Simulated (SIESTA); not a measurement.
## Au: band structure with PBE

Crystal: Au.

```
CELL_PARAMETERS angstrom
0.00000 2.03500 2.03500
2.03500 0.00000 2.03500
2.03500 2.03500 0.00000
ATOMIC_POSITIONS crystal
Au 0.00000 0.00000 0.00000
```

| Property | Result |
| --- | --- |
| Program | SIESTA 5.4.2 |
| Task | band structure |
| Functional | PBE |
| Potentials or basis | PseudoDojo 0.4 standard (PBE files) |
| Basis | TZDP (energy shift 0.01 Ry) |
| Grid cutoff | 800 Ry |
| Energy shift | 0.01 Ry |
| k mesh | 11 × 11 × 11 |
| Occupations | fermi-dirac, width 0.05 eV |
| Spin | no spin polarisation |

The pressure is 5.8 GPa. The band gap on the k mesh is none (metal or under the smearing width).

Levels at the corners of the path, in eV from the Fermi level:
```tsv
point	band 7	band 8	band 9	band 10	band 11	band 12
Γ	-4.87	-4.87	-3.32	-3.32	26.01	26.01
X	-2.14	-1.78	-1.78	1.02	6.25	11.31
W	-5.32	-3.44	-1.78	5.17	6.55	6.55
K	-3.97	-3.02	-2.23	4.17	4.74	7.82
Γ	-4.87	-4.87	-3.32	-3.32	26.01	26.01
L	-4.90	-2.11	-2.11	-1.01	3.14	19.92
U	-3.97	-3.02	-2.23	4.17	4.74	7.82
W	-5.32	-3.44	-1.78	5.17	6.55	6.55
L	-4.90	-2.11	-2.11	-1.01	3.14	19.92
K	-3.97	-3.02	-2.23	4.17	4.74	7.82
U	-3.97	-3.02	-2.23	4.17	4.74	7.82
X	-2.14	-1.78	-1.78	1.02	6.25	11.31
```

Run time: 14 s on 1 thread of Arm Neoverse V2, on a shared host, peak memory 0.17 GiB.

Caveat: semicore shells carry a single zeta, which can move pressures by several GPa and volumes by a few percent; spin-orbit coupling is left out, which moves the levels of the heavy elements; the basis of atomic orbitals isn't converged, which shifts pressures, moduli and gaps.
